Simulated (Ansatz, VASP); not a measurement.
**Two plane-wave programs on CaO**

```xyz
2
Lattice="2.9032 0.0000 0.0000 0.0000 2.9032 0.0000 0.0000 0.0000 2.9032" Properties=species:S:1:pos:R:3 pbc="T T T"
Ca    0.0000    0.0000    0.0000
O     1.4516    1.4516    1.4516
```

Alike in both runs: task single point; functional PBE; k mesh 8 × 8 × 8; no spin polarisation.

```csv
,VASP,Ansatz
version,VASP 6.6.1,Ansatz 0.2.0
potentials or method,"VASP PAW PBE potentials, release 64 (Ca_sv, O)","plane waves, PAW"
plane-wave cutoff (eV),520,420
occupations,"gaussian, width 0.01 eV",fixed
valence electrons in the cell,16,16
```

|  | VASP | Ansatz | Ansatz less VASP |
| --- | --- | --- | --- |
| gap on the k mesh at the Fermi level (eV) | 2.76 | 2.77 | +0.015 |
| pressure (GPa) | 4.3 | 3.6 | -0.68 |

A k mesh can miss the band edges. A hybrid or GW would open this gap; PBE tends to underestimate it.
